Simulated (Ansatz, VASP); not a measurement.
**One calculation of Mo, two programs**

```
Mo
1.0
     2.75314    0.00000    0.00000
    -1.37657    2.38429    0.00000
     0.00000    0.00000    4.89627
Mo
2
Direct
  0.33333 0.66667 0.25000
  0.66667 0.33333 0.75000
```

Alike in both runs: functional PBE; k mesh 9 × 9 × 4; occupations gaussian, width 0.1 eV; no spin polarisation.

Ansatz relaxed the structure, and its values are those at the end. VASP's run is a single point on that final structure, the one shown.

|  | VASP | Ansatz |
| --- | --- | --- |
| version | VASP 6.6.1 | Ansatz 0.2.0 |
| potentials or method | VASP PAW PBE potentials, release 64 (Mo_sv) | scalar-relativistic, plane waves, PAW |
| plane-wave cutoff (eV) | 520 | 420 |
| valence electrons in the cell | 28 | 28 |

|  | VASP | Ansatz | Ansatz less VASP |
| --- | --- | --- | --- |
| gap on the k mesh at the Fermi level (eV) | none | none | - |
| pressure (GPa) | 0.6 | 0.1 | -0.47 |

A gap of «none» marks a metal or a gap that the smearing closes. The functional is the same, so the differences come from potentials, cutoffs and numerics.
